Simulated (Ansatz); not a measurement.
# MnO (Fm-3m) in Ansatz: notebook

One crystal, MnO, is run at these levels: PBE+D3(BJ), r2SCAN+D4, rPW86-PBE+rVV10; tasks: relaxation of cell and atoms.

Program: Ansatz 0.2.0. These are calculated values, not measurements. Logs are shortened: lines on timing, memory, paths and dates and some standing lists are left out, and cuts for length are marked.

### 1 Starting point

It takes space group Fm-3m (No. 225, cubic). Conventional cell: a = 4.448 Å, b = 4.448 Å, c = 4.448 Å, α = 90.00°, β = 90.00°, γ = 90.00°. Around Mn (site symmetry m-3m) lie 6 O at 2.22 Å. O (site symmetry m-3m) has 6 Mn at 2.22 Å as nearest neighbours.

The cell is a database's computed one.

### 2 Relaxation of cell and atoms, PBE+D3(BJ), collinear spin, ferromagnetic start

input.yaml

```yaml
crystal:
  lattice:
    - [0.0, 2.2239077028, 2.2239077028]
    - [2.2239077028, 0.0, 2.2239077028]
    - [2.2239077028, 2.2239077028, 0.0]
  atoms:
    - { symbol: Mn, position: [0.0, 0.0, 0.0], spin: 4.0 }
    - { symbol: O, position: [0.5, 0.5, 0.5] }
hamiltonian:
  xc: pbe
  pseudopotentials: { kind: paw }
  dispersion: d3bj
magnetization:
  spin_polarized: true
kpoints:
  mp_grid: { grid: [10, 10, 10] }
scf:
  occupations: { method: fermi_dirac, width: 0.05 }
output:
  forces: true
  stress: true
relax:
  f_tol: 0.01
  max_steps: 40
  cell: { stress_tol: 0.05 }
```

Potentials or basis: Ansatz PAW.

Run with:

```bash
$ ansatz run input.yaml --threads 2 --pin off --max-ram 5120MiB --backend cpu --events-out ev --progress --plain --runs-dir out
```

Log:

```text
Warning: RAYON_NUM_THREADS=2 ignored (pool sized by the plan → 2); use --threads N
Engine: ansatz 0.2.0, aarch64-unknown-linux-gnu
Pseudopotentials: kind: paw
Pseudopotential: Mn, paw, valence charge 15, recommended cutoff 420 eV (normal), Mn.paw.azcp
Pseudopotential: O, paw, valence charge 6, recommended cutoff 420 eV (normal), O.paw.azcp
Functional definition: PBE
  parameter kappa = 0.804
  parameter beta = 0.06672455060314922
  exchange = pbe_x(kappa = kappa, mu = beta*pi^2/3)
  correlation = pbe_c(beta = beta)
Crystal: 2 atoms, lattice volume = 21.998 Å³
Basis set: ecut = 420 eV, 411 PW (Γ), exchange–correlation on 48×48×48 points (8 copies of the dense FFT grid, shifted against one another)
Bands: 17, of which v1, the nominal top of the filled ones, is band 11 counted from 1 (10 counted from 0)
Symmetry: 48 space group operations
Space group: Fm-3m (ITA 225), of the structure as read, at distance tolerance 2.8e-5 Å
Magnetic group: BNS 225.116 (UNI 1618), of the structure as read, at distance tolerance 2.8e-5 Å
k-points: 47 of 1000
Non-local potential: Mn, projectors of the file, l = 0: 3, l = 1: 2, l = 2: 3, l = 3: 1
Non-local potential: O, projectors of the file, l = 0: 2, l = 1: 2, l = 2: 1
PAW form: soft (Blöchl's): semilocal exchange-correlation on the pseudo side does not see the compensation charge
PAW one-centre angular grid: Mn, 590 points (default); XC on 64 Gauss nodes
PAW one-centre angular grid: O, 110 points (default); XC on 64 Gauss nodes
Initial density: superposition of atomic densities (chi_scale 0.1, normalization cell, long waves kept (reshape's long-wave potential 0.00 eV rms))
Starting moments: Σ|m| = 4 μB on 1 of 2 sites
Initial wavefunctions: pseudopotential atomic-orbital guess
Functional: x = pbe(κ = 0.804, μ = 0.2195149727645171), c = pbe(β = 0.06672455060314922)
SCF iter   1: F=—  HF=-4467.008466 eV  |F-HF|=—  |Δ(HF+E_count)|=         —  Δρ=1.32e-1 (↑1.32e-1 ↓6.99e-2)  dr2=6.54e0  dr2_m=4.97e-1  M=4.311 μB ∫|m|=4.311 μB  β_m=0.30  ethr=3.10e-3  ⟨swp⟩=3.6  Hψ=6499  notcnv=0
Mixer restart at iter 1: flushing history
preconditioner: auto → none  [metal: Δε(μ)=0.007 eV  Ē_g=12.396 eV  σ=0.050 eV  W_gap=0.03  n_scr=8 (ndim 8)  ℏωp=28.5 eV  f_vac=0.000  D(μ)=1.29/eV (n_scr^D=14)  sad-step TF]
SCF iter   2: F=—  HF=-4466.651309 eV  |F-HF|=—  |Δ(HF+E_count)|=   3.57e-1  Δρ=6.90e-2 (↑6.90e-2 ↓2.68e-2)  dr2=1.21e0  dr2_m=2.65e-1  M=4.451 μB ∫|m|=4.451 μB  β_m=0.41  ethr=3.10e-3  ⟨swp⟩=2.9  Hψ=3790  notcnv=0  defer=48
[... 310 lines left out ...]
SCF iter   4: F=—  HF=-4466.787605 eV  |F-HF|=—  |Δ(HF+E_count)|=   3.46e-8  Δρ=2.06e-6 (↑1.48e-6 ↓2.06e-6)  dr2=2.42e-9  dr2_m=5.18e-11  M=4.797 μB ∫|m|=4.797 μB  β_m=0.63  ethr=2.53e-11  ⟨swp⟩=2.0  Hψ=2206  notcnv=0
SCF iter   5: F=—  HF=-4466.787605 eV  |F-HF|=—  |Δ(HF+E_count)|=   2.49e-9  Δρ=1.08e-6 (↑1.08e-6 ↓6.68e-7)  dr2=1.40e-10  dr2_m=1.23e-10  M=4.797 μB ∫|m|=4.797 μB  β_m=0.78  ethr=1.15e-11  ⟨swp⟩=2.5  Hψ=2398  notcnv=0
SCF iter   6: F=—  HF=-4466.787605 eV  |F-HF|=—  |Δ(HF+E_count)|=  1.58e-10  Δρ=1.54e-7 (↑1.54e-7 ↓1.36e-7)  dr2=1.83e-11  dr2_m=2.43e-13  M=4.797 μB ∫|m|=4.797 μB  β_m=0.87  ethr=1.00e-12  ⟨swp⟩=2.0  Hψ=2219  notcnv=0
SCF iter   7: F=-4466.787605 eV  HF=-4466.787605 eV  |F-HF|=9.09e-13  |Δ(HF+E_count)|=  9.09e-12  Δρ=3.91e-8 (↑3.91e-8 ↓2.69e-8)  dr2=9.28e-13  dr2_m=2.59e-14  M=4.797 μB ∫|m|=4.797 μB  ethr=1.00e-12  ⟨swp⟩=3.3  Hψ=5568  notcnv=0
WARN: dispersion: an atom stands within reach of a switch of its C6 between two reference coordination numbers of its element: through that C6 alone, e_disp changes by 0.025 eV or more while the distances to its neighbours run over a stretch of 0.05 Å that contains this geometry (sites counted from 0 in the run's list of atoms or, in a supercell that it derives, in that cell's: here a list of 2) — site 0 (Mn): coordination number 5.669 (about 4.72 to 6.62 with every neighbour 0.05 Å farther or nearer), switch near 5.763 between the references 1.641 (weight 1.00) and 9.885 (weight 0.00), e_disp changing by some 0.25 eV. This is how the published method behaves, and the energy and the forces stay consistent. Where you compare this geometry's total energy with another's, compare their components.e_disp too, and, where the geometries are yours to choose, keep both on one side of the switch, which a site's coordination number tells: a relaxation that ends in reach of it can search the other side under relax.adjacent_minimum: search, except where no move that the cell, the constraints and the symmetry allow carries the atom there
SCF 23 converged in 7 iterations: F = -4466.787605 eV  dr2 = 9.28e-13
relax step  23: F+E_penalty+E_count = -4466.78760477 eV  Δ(F+E_penalty+E_count) = -2.343e-4 eV  max|allowed force component| = 2.314e-29 eV/Å  Δτ_max = 0.0000 Å  P = +0.029 GPa  Ω = 22.084 Å³  stress off target by 2.94e-2 GPa  SCF on the basis re-selected at this cell (its energy is not comparable with the rows above)  (7 SCF iters)
basis re-selected at this cell: Δ(F+E_penalty+E_count) = -2.343e-4 eV, ΔP = +0.025 GPa vs the last step (what re-selecting the basis moved, of the pressure what is left beyond the Pulay correction that the steps carried, after the strain that the cell walked since its last selection, with what the two solves' SCF thresholds leave and, on support functions, any second-order correction that the steps lacked; it is no measure of the basis error at this ecutwfc). This SCF's stress stands 2.94e-2 GPa from its target on what of the cell is left free (relax.cell.stress_tol is 5.00e-2 GPa) and its largest allowed force component is 2.31e-29 eV/Å (relax.f_tol is 1.00e-2 eV/Å): within both
SCF converged after 7 iterations
Magnetization: 4.7967 μB (12.8983 up, 8.1017 down)
Absolute magnetization: 4.7967 μB (∫|ρ↑−ρ↓|, with the PAW one-centre terms)
Spin contamination: 0.0104 ħ² per cell (⟨S²⟩ above its minimum at these occupations)
Per-site moments (μB) at R_I (Å): [(4.06854694313004, 0.9185543715257105), (0.23527870141989082, 0.9185543715257105)]
Free energy (F): -4466.787605 eV
Harris-Foulkes:  -4466.787605 eV  (|F-HF|=9.09e-13)
Internal energy: -4466.780667 eV  (E = F + TS)
E sigma→0 (E₀):  -4466.784136 eV
Entropy (-TS):   -0.006938 eV (-3.469 meV/atom)
Fermi energy:    13.306532 eV
--- Per-component energies (eV) ---
  E_band       = -249.122299
  E_kinetic    = 473.880528
  E_local      = -2237.569718  (includes V_loc(G=0)·N_el)
  E_nonlocal   = 302.705871
  E_hartree    = 896.963020
  E_xc         = -184.472894
  E_vxc        = -235.652481  (∫ρ·V_xc dr)
  E_paw        = -1466.031659  (= ΣΔE_a)
  E_vpaw       = -346.414934  (= ΣTr[D̂ρ^β])
  E_aug_tail   = 0.002398  (compensation charges beyond the density's cutoff)
  E_ewald      = -2251.645096
  E_disp       = -0.613117  (pairwise vdW)
  E_smearing   = -0.006938  (= −TS)
  E_closure    = 0.000000  (closes the sum)
  Σ components = -4466.787605   (vs F -4466.787605, Δ=0.00e0)
--- Forces (eV/Å), atoms counted from 1 ---
  atom   1  Mn     0.00000000    -0.00000000     0.00000000
  atom   2  O     -0.00000000    -0.00000000     0.00000000
  max |Σ_I F_I| component: 3.02e-29 eV/Å
--- Stress (GPa, compression-positive) ---
        0.029410      -0.000000      -0.000000
       -0.000000       0.029410       0.000000
       -0.000000       0.000000       0.029410
  P = ⅓ Tr σ = 0.0294 GPa (0.294 kbar)
--- Relaxed structure (22 steps of the walk, 11 accepted, 1 SCFs on fresh bases) ---
  F+E_penalty+E_count = -4466.78760477 eV   max|allowed force component| = 2.314e-29 eV/Å   (the final SCF, on the basis selected at the relaxed cell)
  cell:  # Å, volume = 22.0837 Å³
    - [-2.815516308880016e-34, 2.2267984764259654, 2.2267984764259654]
    - [2.2267984764259654, 1.5155495670890285e-34, 2.2267984764259654]
    - [2.2267984764259654, 2.2267984764259654, 6.114446439474709e-34]
  atoms:
    - { symbol: Mn, position: [4.495815278181106e-47, -2.734409463461733e-47, -4.326597252312869e-47] }
    - { symbol: O, position: [0.5000000000000001, 0.5000000000000001, 0.5000000000000001] }
```

It took 30 s on 2 threads of Arm Neoverse V1, shared host; peak memory 0.3 GiB.

What came out:

```yaml
Free_energy: -4466.7876 eV
Relaxed_volume: 11.04 Å³/atom
Relaxed_cell: a = 3.149 Å, b = 3.149 Å, c = 3.149 Å, α = 60.00°, β = 60.00°, γ = 60.00°
Space_group_after_relaxing_to_0.05_Å: Fm-3m (No. 225)
Energy_gained_by_relaxing: 18.6 meV/atom
Ionic_steps: 12
Pressure_after_relaxing: 0.0 GPa
Net_moment: 4.80 μB per cell
Absolute_moment: 4.80 μB per cell
Site_moments: Mn +4.07; O +0.24 μB
```

The path:
| step | energy change (eV) | largest force (eV/Å) | volume (Å³) |
| --- | --- | --- | --- |
| 1 | 0.0000 | 0.0000 | 22.00 |
| 2 | -0.0039 | 0.0000 | 22.79 |
| 3 | -0.0078 | 0.0000 | 22.72 |
| 4 | -0.0306 | 0.0000 | 22.26 |
| 5 | -0.0314 | 0.0000 | 22.24 |
| 6 | -0.0317 | 0.0000 | 22.24 |
| 7 | -0.0320 | 0.0000 | 22.23 |
| 8 | -0.0369 | 0.0000 | 22.08 |
| 9 | -0.0369 | 0.0000 | 22.09 |
| 10 | -0.0369 | 0.0000 | 22.08 |
| 11 | -0.0369 | 0.0000 | 22.08 |
| 12 | -0.0371 | 0.0000 | 22.08 |

Final structure:
```cif
data_structure
_symmetry_space_group_name_H-M 'P 1'
_symmetry_Int_Tables_number 1
_cell_length_a 3.1492
_cell_length_b 3.1492
_cell_length_c 3.1492
_cell_angle_alpha 60.000
_cell_angle_beta 60.000
_cell_angle_gamma 60.000
_cell_volume 22.08
loop_
_atom_site_label
_atom_site_type_symbol
_atom_site_fract_x
_atom_site_fract_y
_atom_site_fract_z
_atom_site_occupancy
Mn1 Mn 0.00000 0.00000 0.00000 1
O1 O 0.50000 0.50000 0.50000 1
```

Caveat: the plane-wave basis is chosen anew once the cell has moved, so the energies of steps on either side of that aren't comparable; the pressure holds a Pulay correction of +0.6 GPa for the finite cutoff; a cell with one magnetic atom can't hold antiferromagnetic order, which such compounds often take.

### 3 Relaxation of cell and atoms, r2SCAN+D4, collinear spin, ferromagnetic start

input.yaml: that of step 2 with these lines changed.

```diff
@@ -9,5 +9,5 @@
 hamiltonian:
-  xc: pbe
+  xc: r2scan
   pseudopotentials: { kind: paw }
-  dispersion: d3bj
+  dispersion: d4
 magnetization:
```

Potentials or basis: Ansatz PAW.

Run with:

```bash
$ ansatz run input.yaml --threads 2 --pin off --max-ram 5120MiB --backend cpu --events-out ev --progress --plain --runs-dir out
```

Run time: 14 s. Hardware: 2 threads of Arm Neoverse V1, shared host; peak memory 0.38 GiB.

The run converged. Its results:

* Free energy: -4473.8537 eV
* Relaxed volume: 10.94 Å³/atom
* Relaxed cell: a = 3.139 Å, b = 3.139 Å, c = 3.139 Å, α = 60.00°, β = 60.00°, γ = 60.00°
* Space group after relaxing (to 0.05 Å): Fm-3m (No. 225)
* Energy gained by relaxing: 0.2 meV/atom
* Ionic steps: 4
* Pressure after relaxing: 0.0 GPa
* Net moment: 5.00 μB per cell
* Absolute moment: 5.00 μB per cell
* Site moments: Mn +4.26; O +0.26 μB

Step by step:
| step | energy change (eV) | largest force (eV/Å) | volume (Å³) |
| --- | --- | --- | --- |
| 1 | 0.0000 | 0.0000 | 22.00 |
| 2 | -0.0004 | 0.0000 | 21.91 |
| 3 | -0.0005 | 0.0000 | 21.88 |
| 4 | -0.0003 | 0.0000 | 21.88 |

Final structure:
```
CELL_PARAMETERS angstrom
0.00000 2.21994 2.21994
2.21994 0.00000 2.21994
2.21994 2.21994 0.00000
ATOMIC_POSITIONS crystal
Mn 0.00000 0.00000 0.00000
O 0.50000 0.50000 0.50000
```

Caveat: the magnetic or orbital state may not be the lowest; the plane-wave basis is chosen anew once the cell has moved, so the energies of steps on either side of that aren't comparable; a cell with one magnetic atom can't hold antiferromagnetic order, which such compounds often take; the PAW data sets come from PBE, with cores solved anew for the run's functional, which leaves a small shift of forces and pressure.

### 4 Relaxation of cell and atoms, rPW86-PBE+rVV10, collinear spin, ferromagnetic start

input.yaml: that of step 3 with these lines changed.

```diff
@@ -9,5 +9,5 @@
 hamiltonian:
-  xc: r2scan
+  xc: { exchange: rpw86, correlation: pbe }
   pseudopotentials: { kind: paw }
-  dispersion: d4
+  dispersion: rvv10
 magnetization:
```

Run with:

```bash
$ ansatz run input.yaml --threads 2 --pin off --max-ram 5120MiB --backend cpu --events-out ev --progress --plain --runs-dir out
```

Run time: 4.8 s. Hardware: 2 threads of Arm Neoverse V1, shared host; peak memory 0.32 GiB.

It converged, with:

| Property | Result |
| --- | --- |
| Free energy | -4493.2824 eV |
| Relaxed volume | 11.00 Å³/atom |
| Relaxed cell | a = 3.145 Å, b = 3.145 Å, c = 3.145 Å, α = 60.00°, β = 60.00°, γ = 60.00° |
| Space group after relaxing (to 0.05 Å) | Fm-3m (No. 225) |
| Energy gained by relaxing | 0.0 meV/atom |
| Ionic steps | 3 |
| Pressure after relaxing | 0.0 GPa |
| Net moment | 4.69 μB per cell |
| Absolute moment | 4.69 μB per cell |
| Site moments | Mn +3.98; O +0.23 μB |

Final structure:
```yaml
crystal:
  lattice:
    - [0.00000, 2.22370, 2.22370]
    - [2.22370, 0.00000, 2.22370]
    - [2.22370, 2.22370, 0.00000]
  atoms:
    - { symbol: Mn, position: [0.00000, 0.00000, 0.00000] }
    - { symbol: O, position: [0.50000, 0.50000, 0.50000] }
```

Caveat: the plane-wave basis is chosen anew once the cell has moved, so the energies of steps on either side of that aren't comparable; the pressure holds a Pulay correction of +0.6 GPa for the finite cutoff; a cell with one magnetic atom can't hold antiferromagnetic order, which such compounds often take; the PAW data sets come from PBE, with cores solved anew for the run's functional, which leaves a small shift of forces and pressure.

### 5 The runs side by side

| level | cutoff (eV) | pressure (GPa) | moment (μB) | relaxed volume (Å³/atom) |
| --- | --- | --- | --- | --- |
| PBE+D3(BJ) | 420 | 0.0 | 4.80 | 11.04 |
| r2SCAN+D4 | 500 | 0.0 | 5.00 | 10.94 |
| rPW86-PBE+rVV10 | 420 | 0.0 | 4.69 | 11.00 |

Alike in all rows: task relaxation of cell and atoms; potentials or basis Ansatz PAW; spin collinear, ferromagnetic start; cell relaxed; k mesh 10 × 10 × 10; smearing fermi-dirac 0.05 eV.

Caveats: the plane-wave basis is chosen anew once the cell has moved, so the energies of steps on either side of that aren't comparable; a cell with one magnetic atom can't hold antiferromagnetic order, which such compounds often take; the PAW data sets come from PBE, with cores solved anew for the run's functional, which leaves a small shift of forces and pressure (some runs); the magnetic or orbital state may not be the lowest (some runs).

Total energies depend on the potentials used, so only differences within one code and one set of settings carry meaning.
